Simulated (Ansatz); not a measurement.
**C: one candidate of a structure search**

Aim: relax a trial structure of C and see where it ends.

Method: DFT PBE, scalar-relativistic, plane waves, PAW, in Ansatz 0.2.0.

### Step 1. The system as given

Symmetry: P3_221, No. 154, trigonal system. Conventional cell: a = 4.331 Å, b = 4.331 Å, c = 2.689 Å, α = 90.00°, β = 90.00°, γ = 120.00°. C (site symmetry 1) has 3 C at 1.41 to 1.48 Å as nearest neighbours. C (site symmetry 2) has 4 C at 1.46 to 1.48 Å as nearest neighbours.

Coordinates:

```xyz
9
Lattice="4.3314 0.0000 0.0000 -2.1657 3.7511 0.0000 0.0000 0.0000 2.6886" Properties=species:S:1:pos:R:3 pbc="T T T"
C     2.0021    2.2824    0.3797
C     1.3537    0.5927    2.1722
C     3.1413    0.8760    1.2760
C     0.9756    2.8751    2.3089
C    -0.1635    1.4686    0.5165
C    -0.8120    3.1584    1.4127
C     2.2788    0.0000    0.4481
C    -1.1394    1.9735    2.2405
C     1.0263    1.7775    1.3443
```

Recipe of the guess: 3-, 4-connected net of one element (P3_221, No. 154). Its size is a rough estimate.

### Step 2. The guess as it stands, on a coarse mesh

Input file input.yaml:

```yaml
crystal:
  lattice:
    - [4.33136269, 0.0, 0.0]
    - [-2.16568135, 3.75107012, 0.0]
    - [0.0, 0.0, 2.68864859]
  atoms:
    - { symbol: C, position: [0.76647828, 0.60847389, 0.14123673] }
    - { symbol: C, position: [0.39152611, 0.15800439, 0.8079034] }
    - { symbol: C, position: [0.84199561, 0.23352172, 0.47457007] }
    - { symbol: C, position: [0.60847389, 0.76647828, 0.85876327] }
    - { symbol: C, position: [0.15800439, 0.39152611, 0.1920966] }
    - { symbol: C, position: [0.23352172, 0.84199561, 0.52542993] }
    - { symbol: C, position: [0.52612677, 0.0, 0.16666667] }
    - { symbol: C, position: [0.0, 0.52612677, 0.83333333] }
    - { symbol: C, position: [0.47387323, 0.47387323, 0.5] }
basis:
  ecutwfc: 420
kpoints:
  mp_grid: { grid: [6, 6, 6] }
hamiltonian:
  xc: pbe
scf:
  occupations: { method: gaussian, width: 0.1 }
  lower_state_search: "off"
output:
  forces: true
  stress: true
  eigenvalues: true
```

The run is started by

```
ansatz run input.yaml --threads 1 --pin off --max-ram 2560MiB --backend cpu --events-out ev --progress --plain --runs-dir out
```

The session goes on with these runs: spin check on a coarse mesh; a loose first relaxation; final relaxation.

Q: Predict the outcome of this session. Wanted: conventional cell; volume; energy over the standard state; gap on the mesh.

**Answer**, as computed:

| quantity | value |
| --- | --- |
| symmetry at the end (tolerance 0.02 Å) | space group P6_222 (No. 180) |
| conventional cell | a = 2.605 Å, b = 2.605 Å, c = 2.800 Å, α = 90.00°, β = 90.00°, γ = 120.00° |
| volume | 5.49 Å³/atom |
| energy over the standard state | +1.25 eV/atom |
| gap on the mesh | 1.94 eV |

**Reading.** The symmetry goes from space group P3_221 (No. 154) to space group P6_222 (No. 180), and the volume per atom grows by 13.0 % from the first guess. It lies above the element's standard state, so it is metastable at best. No finished test with a distortion of lower symmetry is shown, so the end may be a saddle point. Other magnetic orders were not searched.
